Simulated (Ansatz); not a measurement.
**An elastic constant from a strain scan in MgO**

Computed with DFT PBE, scalar-relativistic, plane waves, PAW (Ansatz). Cutoff 420 eV, Γ-centred 10×10×10 k-points, Gaussian smearing of 0.05 eV. No spin polarisation. Energies are free energies at this smearing, counted from the undisturbed cell; pressure is positive in compression.

The undisturbed cell (relaxed at this level):

```
Mg O
1.0
     0.00000    2.12692    2.12692
     2.12692    0.00000    2.12692
     2.12692    2.12692    0.00000
Mg O
1 1
Cartesian
  0.0000 0.0000 0.0000
  2.1269 2.1269 2.1269
```

The cell is strained by ε times the Voigt pattern (0, 0, 1, 0, 0, 0) (xx, yy, zz, yz, xz, xy; engineering shear) with fractional coordinates fixed. The cell holds 2 atoms in V0 = 19.24 Å³. The stress column is τ = (1/V0) dE/dε, got from the stress tensor σ (compression positive) at each point as −det(1 + εP) σ : P(1 + εP)⁻¹, with P the pattern as a tensor.

| ε | ΔE (meV/atom) | τ (GPa) |
| --- | --- | --- |
| -0.0600 | 37.434 | -23.554 |
| -0.0450 | 19.699 | -16.021 |
| -0.0300 | 8.191 | -9.693 |
| -0.0150 | 1.931 | -4.397 |
| 0.0000 | 0.000 | 0.002 |
| 0.0150 | 1.693 | 3.649 |
| 0.0300 | 6.398 | 6.648 |
| 0.0450 | 13.503 | 9.086 |
| 0.0525 | 17.827 | 10.124 |
| 0.0600 | ? | ? |

Task: Which combination of elastic constants does this scan measure, and how large is it?

Result: For small ε, τ = τ0 + Kε with K = pᵀCp, which for this pattern is C11 in the cubic axes. The parabola through τ at ε = -0.0150, 0 and 0.0150 has slope K = 268 GPa at zero. The energies per cell, E = NΔE, of the same two points give K = 2[E(ε₊)/ε₊ − E(ε₋)/ε₋]/[(ε₊ − ε₋)V0] = 268 GPa, in agreement.

Task: Predict the withheld row at ε = 0.0600 from the harmonic law, and compare.

Result: ΔE = V0(τ0 ε + Kε²/2)/N = 29.001 meV/atom and τ = 16.10 GPa. The calculation gives 22.617 meV/atom and 11.05 GPa: the energy lies 22 % below the harmonic value, as bonds soften when stretched.